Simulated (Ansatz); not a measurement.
Base system: ZnTe in the zinc blende structure (space group F-43m, No. 216; a = 6.115 Å). Axes: x, y, z lie along the cube axes.

Level of theory: Ansatz (a program for electronic structure) r2SCAN, scalar-relativistic without spin-orbit coupling, earlier PAW set.

One thing is altered: the cell is compressed by 5.35 % along y with no lateral relaxation, atoms relaxed at fixed cell.

Question: Predict the stress tensor and what it implies for the stiffness.

Answer: Stress of the strained cell less that of the base (GPa, compression positive):
```
   2.53    0.00    0.00
   0.00    4.09    0.00
   0.00    0.00    2.53
```

Then −Δσ_ii/ε with ε = -0.0535 gives secant stiffness values (nonlinear terms included at this strain): C22 ≈ 76 GPa, C12 ≈ 47 GPa and C23 ≈ 47 GPa.

As a check, the harmonic strain energy −½ V₀ Δσ:ε is 19 meV/atom; the computed energy rise is 19 meV/atom.

Whether these cells are dynamically stable was not tested.
